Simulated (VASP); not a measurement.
Here is a VASP 6.6.1 calculation.

Contents of INCAR:

```
PREC = Accurate
ENCUT = 520
EDIFF = 1E-6
ISMEAR = 0
SIGMA = 0.02
LREAL = False
LASPH = True
NELM = 80
ALGO = Fast
ISIF = 2
LWAVE = False
LCHARG = True
GGA = PS
LELF = True
LVHAR = True
NBANDS = 12
```

The input KPOINTS:

```
regular mesh
0
Gamma
  10 10 10
```

Contents of POSCAR:

```
Tl
3.3879
   -0.577347375513      0.577347375513      0.577347375513
    0.577347375513     -0.577347375513      0.577347375513
    0.577347375513      0.577347375513     -0.577347375513
Tl
1
Direct
    0.0000000000      0.0000000000      0.0000000000
```

Potentials or basis: VASP PAW PBE potentials, release 64 (Tl_d).

Command:

```sh
$ cat potpaw_PBE.64/Tl_d/POTCAR > POTCAR
$ mpirun -np 1 vasp_std > vasp.out
```

Task: Estimate the band gap on the k mesh.

Result: None (metal or under the smearing width).

Task: Estimate the pressure.

Result: -1.6 GPa.

Caveat: the PAW data sets were made with another functional, which shifts forces and pressure a little. Spin-orbit coupling is left out, which matters for the levels of Tl.
